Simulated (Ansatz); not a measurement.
Here is an unrelaxed guess for CsH5.

```
Cs H
1.0
     4.48027    0.00000    0.00000
    -2.24014    3.88003    0.00000
     0.00000    0.00000    4.60299
Cs H
1 5
Direct
  0.33333 0.66667 0.00000
  0.74246 0.25754 0.50000
  0.74246 0.48493 0.50000
  0.51507 0.25754 0.50000
  0.00000 0.00000 0.50000
  0.66667 0.33333 0.00000
```

Method: DFT PBE, scalar-relativistic, plane waves, PAW (Ansatz). Cutoff 420 eV; k points 6×6×4 on the computed 6-atom cell (Γ-centred); Gaussian smearing, width 0.10 eV; no spin polarisation.

The zero of energy is the elements' standard structures at the same level (H₂ as a molecule); no fitted shifts are applied.

Question: Estimate its pressure, forces and energy as it stands.

Answer: The pressure is 0.0 GPa (the mean over three directions, positive in compression), the largest force is 0.77 eV/Å, and the energy is +0.69 eV/atom against the elements. The shortest distance is 1.02 Å.

Question: How much does it gain on relaxing, and where does it end?

Answer: Relaxing gains under 0.1 eV/atom (the start's value is from the coarse mesh, so the gain is rough) in 14 ionic steps and ends at +0.66 eV/atom on the finer mesh. The symmetry stays P-6m2 (No. 187). The volume per atom grows by 17.5 %, from 13.3 to 15.7 Å³. The shortest distance goes from 1.02 Å (H–H) to 0.96 Å (H–H). The ratio c/a of the conventional cell changes by a factor of 1.20. Conventional cell: a = 4.450 Å, c = 5.483 Å. Cs has 3 H at 2.57 Å; around H on a site of symmetry mm2 lie 2 H at 0.96 Å, 1 H at 2.01 Å, 2 H at 2.80 Å and 2 H at 2.89 Å; around H on a site of symmetry -6m2 lie 3 H at 2.01 Å (long against the sum of covalent radii); 1 more site not described.

The last run used a 12×12×8 mesh (in the run's order of axes) for its 6-atom cell and Gaussian smearing of 0.10 eV. With hydrogen, zero-point motion can shift formation energies by some tens of meV/atom. The relaxation can't lower the symmetry of the start. Symmetry constrained the relaxation, so the result can be a saddle point.
